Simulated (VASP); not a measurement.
Write the native input for VASP 6.6.1 that does the following.

```
Task                               : band structure
Functional                         : HSE03
Potentials or basis                : VASP PAW PBE potentials, release 64 (Se)
Cutoff                             : 520 eV
k mesh                             : 6 × 6 × 4
Occupations                        : gaussian, width 0.02 eV
Spin                               : no spin polarisation
Ladder                             : gaps
Grid for exact exchange (PRECFOCK) : Fast
Further INCAR settings             : ALGO = Normal; EDIFF = 1e-06
```

Se:

```xyz
3
Lattice="4.3662 0.0000 0.0000 -2.1831 3.7812 0.0000 0.0000 0.0000 4.9536" Properties=species:S:1:pos:R:3 pbc="T T T"
Se    1.6910    2.9289    0.0000
Se   -0.4921    0.8523    3.3024
Se    0.9841    0.0000    1.6512
```

One way to write it, as run:

POSCAR

```
Se
1.0
    4.3662000000      0.0000000000      0.0000000000
   -2.1831000000      3.7812401180      0.0000000000
    0.0000000000      0.0000000000      4.9536000000
Se
3
Direct
    0.7746000000      0.7746000000      0.0000000000
    0.0000000000      0.2254000000      0.6666666667
    0.2254000000      0.0000000000      0.3333333333
```

INCAR.step1

```
SYSTEM = Se
PREC = Accurate ; ENCUT = 520
EDIFF = 1E-5 ; ISMEAR = 0
SIGMA = 0.02 ; LREAL = .FALSE.
LASPH = .TRUE. ; NELM = 80
ALGO = Normal ; ISIF = 2
LWAVE = .TRUE. ; LCHARG = .FALSE.
GGA = PE ; KPAR = 4
```

INCAR.step2

```
SYSTEM = Se
PREC = Accurate ; ENCUT = 520
EDIFF = 1E-6 ; ISMEAR = 0
SIGMA = 0.02 ; LREAL = .FALSE.
LASPH = .TRUE. ; NELM = 80
ALGO = Normal ; ISIF = 2
LWAVE = .FALSE. ; LCHARG = .FALSE.
GGA = PE ; LHFCALC = .TRUE.
HFSCREEN = 0.3 ; PRECFOCK = Fast
ISTART = 1 ; KPAR = 4
```

KPOINTS

```
Automatic mesh
0
G
  6 6 4
  0 0 0
```

KPOINTS_OPT

```
path GMKGALHA,LM,KH
12
line-mode
reciprocal
 0.0000000000  0.0000000000  0.0000000000  G
 0.5000000000  0.0000000000  0.0000000000  M

 0.5000000000  0.0000000000  0.0000000000  M
 0.3333333333  0.3333333333  0.0000000000  K

 0.3333333333  0.3333333333  0.0000000000  K
 0.0000000000  0.0000000000  0.0000000000  G

 0.0000000000  0.0000000000  0.0000000000  G
 0.0000000000  0.0000000000  0.5000000000  A

 0.0000000000  0.0000000000  0.5000000000  A
 0.5000000000  0.0000000000  0.5000000000  L

 0.5000000000  0.0000000000  0.5000000000  L
 0.3333333333  0.3333333333  0.5000000000  H

 0.3333333333  0.3333333333  0.5000000000  H
 0.0000000000  0.0000000000  0.5000000000  A

 0.5000000000  0.0000000000  0.5000000000  L
 0.5000000000  0.0000000000  0.0000000000  M

 0.3333333333  0.3333333333  0.0000000000  K
 0.3333333333  0.3333333333  0.5000000000  H
```

Potentials or basis: VASP PAW PBE potentials, release 64 (Se).

Run with:

```sh
$ cat potpaw_PBE.64/Se/POTCAR > POTCAR
$ cp INCAR.step1 INCAR
$ mpirun -np 4 vasp_std > vasp.out
$ cp INCAR.step2 INCAR
$ mpirun -np 4 vasp_std > vasp.out
```

Results of the run:

* Pressure: 0.7 GPa
* Largest force: 0.127 eV/Å
* Band gap on the k mesh: 1.60 eV, indirect (least direct gap 1.88 eV)
* Band gap along the path: 1.60 eV, indirect (least direct gap 1.82 eV)

Caveat: the PAW data sets were made with another functional, which shifts forces and pressure a little.

Wall time 20 min on 4 MPI ranks on AMD EPYC 7R13 Processor (Zen 3) (shared host), peak memory 0.37 GiB a rank.
